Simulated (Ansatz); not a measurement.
The system is Ca.

```xyz
1
Lattice="0.0000 2.7942 2.7942 2.7942 0.0000 2.7942 2.7942 2.7942 0.0000" Properties=species:S:1:pos:R:3 pbc="T T T"
Ca    0.0000    0.0000    0.0000
```

| Item | Value |
| --- | --- |
| Program | Ansatz 0.2.0 |
| Task | single point |
| Functional | PBE |
| Potentials or basis | all-electron LAPW, scalar-relativistic |
| Cutoff | 79 eV (chosen from the basis error) |
| Basis error allowed | 0.001 eV/atom |
| k mesh | 8 × 8 × 8 |
| Occupations | fermi-dirac, width 0.05 eV |
| Spin | no spin polarisation |

On this cell: pressure -0.6 GPa; band gap on the k mesh none (metal or under the smearing width).

The same run follows on a disturbed copy (cell strained at random at fixed volume):

```
Ca
1.0
     0.02261    2.80956    2.74477
     2.75250    0.03962    2.72775
     2.84984    2.88989   -0.05772
Ca
1
Direct
  0.99927 0.00324 0.99894
```

Q: What changes?

A: The energy (extrapolated to zero smearing) moves by +5.0 meV/atom; pressure -0.5 GPa; band gap on the k mesh none (metal or under the smearing width).

Stress tensor (GPa, compression positive):
```
-0.52 -0.61  0.41
-0.61 -0.63  0.26
 0.41  0.26 -0.48
```
